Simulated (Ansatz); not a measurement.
The system is CoO.

```
Co O
1.0
    -1.50800    1.50800    2.10725
     1.50800   -1.50800    2.10725
     1.50800    1.50800   -2.10725
Co O
1 1
Direct
  0.00000 0.00000 0.00000
  0.50000 0.50000 0.00000
```

Base run:

| Item | Value |
| --- | --- |
| Program | Ansatz 0.2.0 |
| Functional | PBEsol |
| Potentials or basis | Ansatz PAW |
| Cutoff | 420 eV (not typed: the program's choice for these potentials) |
| k mesh | 10 × 10 × 10 |
| Occupations | fermi-dirac, width 0.05 eV |
| Spin | collinear spin, ferromagnetic start |
| Starting moments | [0.5, 0.0] μB |
| Fixed moment | 0.5 μB |

Its results: pressure -26.4 GPa; site moments Co +0.48; O -0.01 μB.

**Question.** The run is repeated on the same cell with these changes: fixed moment from 0.5 μB to 2.5 μB; moments at the start from [0.5, 0.0] to [2.5, 0.0]. What comes out?

**Answer.** Pressure -13.3 GPa; site moments Co +2.17; O +0.21 μB.

Caveats: the total moment is fixed, so each spin has its own Fermi level; a cell with one magnetic atom can't hold antiferromagnetic order, which such compounds often take; the PAW data sets come from PBE, with cores solved anew for the run's functional, which leaves a small shift of forces and pressure; the thresholds are loose for stress.
